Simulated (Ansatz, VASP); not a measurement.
# One calculation of Be, two programs

```
Be
1.0
     3.61751    0.00000    0.00000
     0.00000    3.61751    0.00000
     0.00000    0.00000    2.20255
Be
4
Direct
  0.29741 0.29741 0.00000
  0.70259 0.70259 0.00000
  0.20259 0.79741 0.50000
  0.79741 0.20259 0.50000
```

This isn't the form of Be at room conditions, which is hcp.

Alike in both runs: task single point; functional r2SCAN; k mesh 6 × 6 × 10; occupations fermi-dirac, width 0.15 eV; no spin polarisation.

|  | VASP | Ansatz |
| --- | --- | --- |
| version | VASP 6.6.1 | Ansatz 0.2.0 |
| potentials or method | VASP PAW PBE potentials, release 64 (Be) | plane waves, norm-conserving potentials |
| plane-wave cutoff (eV) | 520 | 1520 |
| valence electrons in the cell | 8 | 16 |

Ansatz gave:

```
gap on the k mesh at the Fermi level (eV)       : none
pressure (GPa)                                  : 15.5
largest component of the traceless stress (GPa) : 2.22
```

Task: What did VASP give for the same quantities?

Result: gap on the k mesh at the Fermi level (eV): none; pressure (GPa): 15.6; largest component of the traceless stress (GPa): 2.20.

A gap of «none» marks a metal or a gap that the smearing closes. The two sets of potentials don't hold the same shells in valence. Ansatz warned: «stress_scf_threshold_loose».

Caveats: so large a pressure means that the cell lies far from this level's equilibrium, or that cutoff or potentials fall short (VASP); the potentials were made for another functional, which shifts forces and pressure (VASP).
